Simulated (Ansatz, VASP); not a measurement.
Two plane-wave programs on B

INCAR

```
SYSTEM = B
PREC     = Accurate       ! precision mode
ENCUT    = 520            ! plane-wave cutoff, eV
EDIFF    = 1E-6           ! SCF threshold, eV
ISMEAR   = -1             ! smearing method
SIGMA    = 0.1            ! smearing width, eV
LREAL    = .False.        ! projectors in reciprocal space
LASPH    = .True.         ! aspherical terms in the spheres
NELM     = 60             ! most SCF steps
ALGO     = Fast           ! electronic algorithm
ISIF     = 2              ! what is computed and relaxed
LWAVE    = .False.        ! write WAVECAR
LCHARG   = .False.        ! write CHGCAR
GGA      = B5             ! functional
ALDAX    = 1.0          
AGGAX    = 1.0          
AGGAC    = 1.0          
ALDAC    = 0.0          
NBANDS   = 14             ! bands
```

The input KPOINTS:

```
regular mesh
0
Gamma
  23 23 2
  0 0 0
```

File POSCAR:

```
B
1.0
    1.6938245393      0.0000000000      0.0000000000
   -0.8469122697      1.4668950806      0.0000000000
    0.0000000000      0.0000000000     21.0240188109
B
4
Direct
    0.0000000000      1.0000000000      0.0000000000
    0.0000000000      1.0000000000      0.5000000000
    0.3333333333      0.6666666667      0.2500000000
    0.6666666667      0.3333333333      0.7500000000
```

Input for Ansatz:

```yaml
crystal:
  lattice:
    - [1.6938245393, 0.0, 0.0]
    - [-0.8469122697, 1.4668950806, 0.0]
    - [0.0, 0.0, 21.0240188109]
  atoms:
    - { symbol: B, position: [0.0, 1.0, 0.0] }
    - { symbol: B, position: [0.0, 1.0, 0.5] }
    - { symbol: B, position: [0.3333333333, 0.6666666667, 0.25] }
    - { symbol: B, position: [0.6666666667, 0.3333333333, 0.75] }
hamiltonian:
  xc: blyp
  pseudopotentials:
    kind: paw
    azcp:
      B: "pseudopotentials/B.paw.azcp"
basis:
  ecutwfc: 420
  fft_grid_basis: typed
kpoints:
  mp_grid: { grid: [23, 23, 2], shift: [0, 0, 0] }
magnetization:
  spin_polarized: false
scf:
  occupations: { method: fermi_dirac, width: 0.1 }
  lower_state_search: "off"
output:
  stress: true
```

Alike in both runs: task single point; functional BLYP; k mesh 23 × 23 × 2; occupations fermi-dirac, width 0.1 eV; no spin polarisation.

```csv
,VASP,Ansatz
version,VASP 6.6.1,Ansatz 0.2.0
potentials or method,"VASP PAW PBE potentials, release 64 (B)","plane waves (420 eV) with PAW, scalar-relativistic"
plane-wave cutoff (eV),520,420
valence electrons in the cell,12,12
```

Ansatz gave:

```
pressure (GPa)                                  : 4.3
largest component of the traceless stress (GPa) : 4.17
```

Q: What did VASP give for the same quantities?

A: Pressure (GPa): 4.2; largest component of the traceless stress (GPa): 4.09.

With one functional, cell and mesh, what is left measures potentials, basis and numerics.

Caveats: the PAW data sets were made with another functional, which shifts forces and pressure a little (VASP); this functional lacks dispersion, which binds the layers, so the pressure and a relaxed spacing across them are unreliable.
